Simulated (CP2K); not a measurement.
Crystal: CdS (Hawleyite).

```
Cd S
1.0
     4.12455    0.00000    0.00000
     2.06228    3.57197    0.00000
     2.06228    1.19066    3.36768
Cd S
1 1
Direct
  0.00000 0.00000 0.00000
  0.75000 0.75000 0.75000
```

Base run:

| Property | Result |
| --- | --- |
| Program | CP2K 2026.2 |
| Functional | PBEsol |
| Potentials or basis | POTENTIAL_UZH Cd GTH-PBE-q12, S GTH-PBE-q6; TZVP-MOLOPT-PBE-GTH basis |
| Density cutoff | 9184 eV |
| k mesh | 8 × 8 × 8 |
| Occupations | fermi-dirac, width 0.05 eV |
| Spin | no spin polarisation |

Its results: band gap on the k mesh 0.98 eV, direct; pressure 0.6 GPa.

Q: The run is repeated on the same cell with these changes: functional from PBEsol to BEEF-vdW. What comes out?

A: Band gap on the k mesh 1.27 eV, direct; pressure 4.9 GPa.

Caveats: the potentials were made for another functional, which shifts forces and pressure; the basis of atomic orbitals isn't converged, which shifts pressures, moduli and gaps.
